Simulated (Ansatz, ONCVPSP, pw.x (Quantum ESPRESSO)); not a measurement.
## From atom to crystal: ONCV potential for zirconium (Zr)

ONCVPSP 4.0.1.1 (patched build) input, shortened (lines: element, Z, core and valence counts, functional; n l f; lmax; l rc ep ncon nbas qcut; lloc lpopt rc5 dvloc0; l nproj debl; icmod fcfact rcfact), PBE, scalar-relativistic:

```
  Zr 40.00    8    3        4      upf
    1    0    2.00
    2    0    2.00
    2    1    6.00
    3    0    2.00
    3    1    6.00
    3    2   10.00
    4    0    2.00
    4    1    6.00
    4    2    2.00
    5    0    1.75
    5    1    0.25
    2
    0    2.45    0.00    3    7    3.40
    1    3.40    0.00    4    7    2.50
    2    2.45    0.00    4    9    6.60
    4    5    2.30    1.00
    0    2    2.40
    1    2    1.90
    2    1    2.80
    1    0.70    0.00
```

Atomic tests: cutoffs needed: 13 Ha and 16 Ha (the cutoffs (Ha) at which the residual kinetic energy of the hardest occupied pseudo-wave falls to 1 and 0.1 mHa per electron); ghost test: no bound ghost flagged; GHOST(+) flagged for s at 18.3 eV, p at 67.2 eV; configuration tests: 1 of 4 tests not solved or not reliable.

Crystal test: fcc Zr in pw.x 7.5, no spin, 13³ k-points, Fermi–Dirac smearing 0.01 Ry, cutoffs 50/200 Ry. The reference is all-electron LAPW (Ansatz 0.2.0) with the same functional, mesh and smearing; V0 and B0 come from Birch–Murnaghan fits to the pressures at five volumes. Errors are pseudo minus all-electron; Δ is the rms difference of the E(V) curves that follow from these fits, minima aligned, over ±6 % about the mean V0. Mesh and smearing are coarse, so the numbers serve the comparison and aren't converged zero-temperature values; the lattice is a test structure that the element need not adopt.

All-electron: a0 = 4.534 Å (V0 = 23.31 Å³/atom), B0 = 89.0 GPa.

Q: How far does the potential miss the all-electron equation of state?

A: mean pressure error (GPa): -0.67; a0 (Å): 4.523; a0 error (%): -0.25; B0 error (%): +1.6; Δ (meV/atom): 3.4. The largest radius (3.40 bohr) exceeds half the bond length (3.03 bohr), so the spheres overlap, which is one possible source of error among others. The generator flags a localised state at positive energy (s at 18 eV). Atomic configuration tests: 1 of 4 tests not solved or not reliable.

```csv
V (Å³/atom),P all-electron (GPa),P pseudo (GPa)
22.068,5.32,4.61
22.648,2.68,1.99
23.229,0.31,-0.36
23.810,-1.83,-2.48
24.390,-3.75,-4.38
```

Q: At the middle volume, how do free energy and pressure move when the wave cutoff is lowered (ecutrho kept at four times it)?

A:

```tsv
cutoff (Ry)	shift of F (meV/atom)	shift of P (GPa)
22	+191.9	-5.97
30	+12.0	-0.60
40	+0.9	-0.00
```

Input at the middle volume:

```
&control
  calculation='scf', prefix='x', pseudo_dir='./', outdir='./tmp', tstress=.true., disk_io='none'
/
&system
  ibrav=0, nat=1, ntyp=1, ecutwfc=50, ecutrho=200, nbnd=9,
  occupations='smearing', smearing='fd', degauss=0.01
/
&electrons
  conv_thr=1e-09, mixing_beta=0.4, electron_maxstep=70
/
ATOMIC_SPECIES
Zr 1.0 Zr.UPF
CELL_PARAMETERS angstrom
  0.00000000 2.26464521 2.26464521
  2.26464521 0.00000000 2.26464521
  2.26464521 2.26464521 0.00000000
ATOMIC_POSITIONS crystal
Zr 0.0000 0.0000 0.0000
K_POINTS automatic
13 13 13 0 0 0
```

```bash
pw.x < Zr.scf.in > Zr.scf.out
```

Lines of the output:

```
Message from routine setup:
     using ibrav=0 with symmetry is DISCOURAGED, use correct ibrav instead
     lattice parameter (alat)  =       6.0522  a.u.
     unit-cell volume          =     156.7571 (a.u.)^3
     number of electrons       =         4.00
     number of Kohn-Sham states=            9
     kinetic-energy cutoff     =      50.0000  Ry
     charge density cutoff     =     200.0000  Ry
     scf convergence threshold =      1.0E-09
     Exchange-correlation= PBE
     number of k points=    84  Fermi-Dirac smearing, width (Ry)=  0.0100
     iteration #  1     ecut=    50.00 Ry     beta= 0.40
     total energy              =     -11.08122251 Ry
     estimated scf accuracy    <       0.01746119 Ry
     iteration #  2     ecut=    50.00 Ry     beta= 0.40
     total energy              =     -11.08009763 Ry
     estimated scf accuracy    <       0.00346971 Ry
     iteration #  3     ecut=    50.00 Ry     beta= 0.40
     total energy              =     -11.08065659 Ry
     estimated scf accuracy    <       0.00004485 Ry
     iteration #  4     ecut=    50.00 Ry     beta= 0.40
     total energy              =     -11.08066409 Ry
     estimated scf accuracy    <       0.00001255 Ry
     iteration #  5     ecut=    50.00 Ry     beta= 0.40
     total energy              =     -11.08066621 Ry
     estimated scf accuracy    <       0.00000070 Ry
     iteration #  6     ecut=    50.00 Ry     beta= 0.40
     total energy              =     -11.08066636 Ry
     estimated scf accuracy    <          2.8E-09 Ry
     iteration #  7     ecut=    50.00 Ry     beta= 0.40
     the Fermi energy is     8.1370 ev
!    total energy              =     -11.08066637 Ry
     estimated scf accuracy    <          5.9E-10 Ry
     smearing contrib. (-TS)   =      -0.00679772 Ry
     The total energy is F=E-TS. E is the sum of the following terms:
     one-electron contribution =       5.21974057 Ry
     hartree contribution      =       0.02565808 Ry
     xc contribution           =      -7.74854891 Ry
     ewald contribution        =      -8.57071838 Ry
     convergence has been achieved in   7 iterations
          total   stress  (Ry/bohr**3)                   (kbar)     P=       -3.61
     Message from routine punch:
     Nothing written, as per user request (disk_io='none')
```

The run at the middle volume (84 k-points, 7 iterations) took about 6.1 s on one core of a shared host (AMD EPYC 9R45 96-Core Processor, 96 threads, 376 GiB, load 72).
